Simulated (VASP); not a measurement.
Set up this calculation in VASP 6.6.1, as the native input.

* Task: single point
* Functional: PBE
* Potentials or basis: VASP PAW PBE potentials, release 64 (As)
* Cutoff: 520 eV
* k mesh: 18 × 18 × 18
* Occupations: gaussian, width 0.15 eV
* Spin: no spin polarisation
* Dipole correction: no
* Further INCAR settings: ALGO = Fast; EDIFF = 1e-06; NBANDS = 8

The structure of As lies in POSCAR:

```
As
1.0
    2.7036817444      0.0000000000      0.0000000000
    0.0000000000      2.7036817444      0.0000000000
    0.0000000000      0.0000000000      2.7036817444
As
1
Direct
    0.5000000000      0.5000000000      0.5000000000
```

This isn't the form of As at room conditions, which is rhombohedral.

The input as run:

INCAR

```
SYSTEM = As
  PREC = Accurate
  ENCUT = 520
  EDIFF = 1E-6
  ISMEAR = 0
  SIGMA = 0.15
  LREAL = .FALSE.
  LASPH = .TRUE.
  NELM = 100
  ALGO = Fast
  ISIF = 2
  LWAVE = .FALSE.
  LCHARG = .FALSE.
  GGA = PE
  NBANDS = 8
```

KPOINTS

```
Automatic mesh
0
G
  18 18 18
  0 0 0
```

Potentials or basis: VASP PAW PBE potentials, release 64 (As).

Command:

```console
$ cat potpaw_PBE.64/As/POTCAR > POTCAR
$ mpirun -np 1 vasp_std > vasp.out
```

Results of the run:

| Property | Result |
| --- | --- |
| Pressure | 2.8 GPa |
| Band gap on the k mesh | none (metal or under the smearing width) |

Run time: 12 s on 1 thread of Intel(R) Xeon(R) 6975P-C (Granite Rapids) (shared host), peak memory 0.14 GiB.
